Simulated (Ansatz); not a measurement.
TiSi₂: do energies and stresses tell the same story?

Method: DFT PBEsol, scalar-relativistic, plane waves, PAW in Ansatz.

Settings: cutoff 420 eV, Γ-centred mesh 10×10×10 on the computed 6-atom cell, Gaussian smearing of 0.10 eV; no spin polarisation.

Relaxed cell: Fddd, a = 4.762 Å, b = 8.182 Å, c = 8.496 Å, α = 90.00°, β = 90.00°, γ = 90.00°, 6 atoms in the primitive cell.

Energies at zero smearing and pressures from the stress tensor, at volumes with shape and atoms relaxed:
```tsv
V (Å³/atom)	E − E(first) (meV/atom)	P (GPa)
12.137	0.00	25.35
12.551	-54.93	17.42
12.965	-90.94	10.66
13.379	-110.83	4.91
13.792	-116.98	0.00
14.206	-111.41	-4.19
14.620	-95.86	-7.75
15.172	-62.15	-11.68
```

Q: Check P = −dE/dV between neighbouring volumes, and get the bulk modulus from the pressures alone.

A: With 1 eV/Å³ = 160.2 GPa:
```csv
middle V (Å³/atom),−ΔE/ΔV (GPa),mean P (GPa)
12.344,21.268,21.383
12.758,13.944,14.042
13.172,7.703,7.785
13.586,2.381,2.452
13.999,-2.156,-2.095
14.413,-6.020,-5.968
14.896,-9.791,-9.717
```

The two differ by 0.11 GPa at most. The mean of two end pressures misses the average over a step by about ΔV² P″/12, up to 0.10 GPa here; with that taken off 0.01 GPa remains. Around V = 13.792 Å³/atom, the two neighbours give B = −V ΔP/ΔV = 13.792 × 9.09 / 0.828 = 151.6 GPa, against B0 = 150.7 GPa from the Birch–Murnaghan fit of the energies.